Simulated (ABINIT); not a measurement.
Write the native input for ABINIT 10.8.3 (patched build) that does the following.

* Task: equation of state
* Functional: PBE
* Potentials or basis: JTH PAW PBE v2.0
* Cutoff: 599 eV
* k mesh: 8 × 8 × 8
* Occupations: fermi-dirac, width 0.05 eV
* Spin: no spin polarisation
* Fine-grid cutoff: 1197.3 eV
* Exchange and correlation inside the PAW spheres: full angular mesh (pawxcdev 0, this build's default; the released program takes 1)

Crystal: SnSe.

```
Sn Se
1.0
     0.00000    3.01000    3.01000
     3.01000    0.00000    3.01000
     3.01000    3.01000    0.00000
Sn Se
1 1
Direct
  0.00000 0.00000 0.00000
  0.50000 0.50000 0.50000
```

Measurements of this composition are mostly on another form, of space group No. 62.

The input as run:

run.abi

```
ndtset 7
getwfk -1
scalecart1 3*0.9795861087
scalecart2 3*0.9864848297
scalecart3 3*0.9932883884
scalecart4 3*1.0000000000
scalecart5 3*1.0066227096
scalecart6 3*1.0131594038
scalecart7 3*1.0196128224

pp_dirpath "./"
pseudos "Sn.GGA_PBE-JTH.xml, Se.GGA_PBE-JTH.xml"

acell 8.044153707 8.044153707 8.044153707
rprim
     0.0000000000     0.7071067812     0.7071067812
     0.7071067812     0.0000000000     0.7071067812
     0.7071067812     0.7071067812     0.0000000000
ntypat 2
znucl 50 34
natom 2
typat 1 2
xred
     0.0000000000     0.0000000000     0.0000000000
     0.5000000000     0.5000000000     0.5000000000

ecut 22.0
pawecutdg 44.0

kptopt 1
ngkpt 8 8 8
nshiftk 1
shiftk 0.0 0.0 0.0

ixc 11

nband 14
occopt 3
tsmear 0.05 eV

nstep 100
tolvrs 1.0e-9

iomode 3
prtwf 1
prtden 0
prteig 0
prtebands 0
enunit 1
```

Potentials or basis: JTH PAW PBE v2.0.

The run is started by

```sh
$ abinit run.abi > log 2>&1
```

Results of the run:

```
Equilibrium volume                      : 27.76 Å³/atom
Bulk modulus                            : 47 GPa
Pressure derivative of the bulk modulus : 5.1 (rough: it moves with the points fitted)
```

Caveat: pressures at fixed basis lie under the slope of the energies.

It took 93 s on 1 thread of Intel(R) Xeon(R) 6975P-C (Granite Rapids) (shared host), peak memory 0.16 GiB.
